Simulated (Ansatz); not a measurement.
Reaction (substitution at a C–C bond): `FCC#CC(F)(F)F` + CH₃NH₂ → `CNC#CCF` + `FC(F)F`

Isolated molecules relaxed with PBE0-D4/def2-TZVP in Ansatz; ΔE leaves out vibrations. CBS: MP2 limit from def2 TZ/QZ plus the TZ coupled-cluster correction, frozen cores. This one scheme is used for every species. Functionals use def2-TZVPP. B3LYP here is the variant with VWN-RPA as its local correlation; programs differ in this.

```
             level  ΔE (kJ/mol)
          B3LYP-D4        -19.4
            r2SCAN        -15.4
             B3LYP        -18.9
     HF/def2-TZVPP        -16.2
    MP2/def2-TZVPP         -7.2
SCS-MP2/def2-TZVPP         -5.0
SCS-MP2/def2-QZVPP         -5.5
      HF/CBS(def2)        -16.1
```

**Question.** What does CCSD(T)/CBS give? (Estimate.)

**Answer.** The calculation gave: -5.5 kJ/mol. The listed levels differ from it by -13.9, -9.9, -13.4, -10.7, -1.7, 0.5, 0.0, -10.6 kJ/mol.

Largest T1 diagnostic among the species: 0.012.

In def2-TZVPP, CCSD(T) changes the Hartree–Fock value by +11.8 kJ/mol (the triples alone add +0.9 kJ/mol) and MP2 by +9.0 kJ/mol.

CCSD(T)/CBS has its own doubt, a few kJ/mol and more with outer-core shells, so smaller differences from it don't rank the levels.
